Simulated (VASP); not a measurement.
**AlP: relaxation of cell and atoms with PBE**

The system is AlP.

```
CELL_PARAMETERS angstrom
0.00000 2.75290 2.75290
2.75290 0.00000 2.75290
2.75290 2.75290 0.00000
ATOMIC_POSITIONS crystal
Al 0.00000 0.00000 0.00000
P 0.25000 0.25000 0.25000
```

```yaml
Program: VASP 6.6.1
Task: relaxation of cell and atoms
Functional: PBE
Potentials_or_basis: VASP PAW PBE potentials, release 64 (Al, P)
Cutoff: 600 eV
k_mesh: 8 × 8 × 8
Occupations: gaussian, width 0.03 eV
Spin: no spin polarisation
Further_INCAR_settings: ALGO = Normal; EDIFF = 1e-07; IBRION = 2; EDIFFG = -0.005; NSW = 90; ISIF = 3
```

| Property | Result |
| --- | --- |
| Pressure after relaxing | 0.0 GPa |
| Band gap on the k mesh | 1.63 eV, indirect (least direct gap 3.09 eV) |

Final structure:
```
CELL_PARAMETERS angstrom
0.00000 2.75290 2.75290
2.75290 0.00000 2.75290
2.75290 2.75290 0.00000
ATOMIC_POSITIONS crystal
Al 0.00000 0.00000 0.00000
P 0.25000 0.25000 0.25000
```

Levels at points of the mesh, in eV from the valence-band top:
```csv
k point,band 1,band 2,band 3,band 4,band 5,band 6,band 7,band 8
"(0.00, 0.00, 0.00)",-11.36,0.00,0.00,0.00,3.09,4.53,4.53,4.53
"(0.50, 0.00, 0.00)",-9.75,-5.42,-0.75,-0.75,2.72,4.81,4.81,8.20
"(0.50, 0.50, 0.00)",-9.11,-5.22,-2.05,-2.05,1.63,2.47,10.86,10.86
```

Wall time 12 s on 1 thread of AMD EPYC 7R13 Processor (Zen 3) (shared host), peak memory 0.14 GiB.

Caveat: the relaxation stopped at its first step, so nothing moved. A k mesh can miss the band edges.
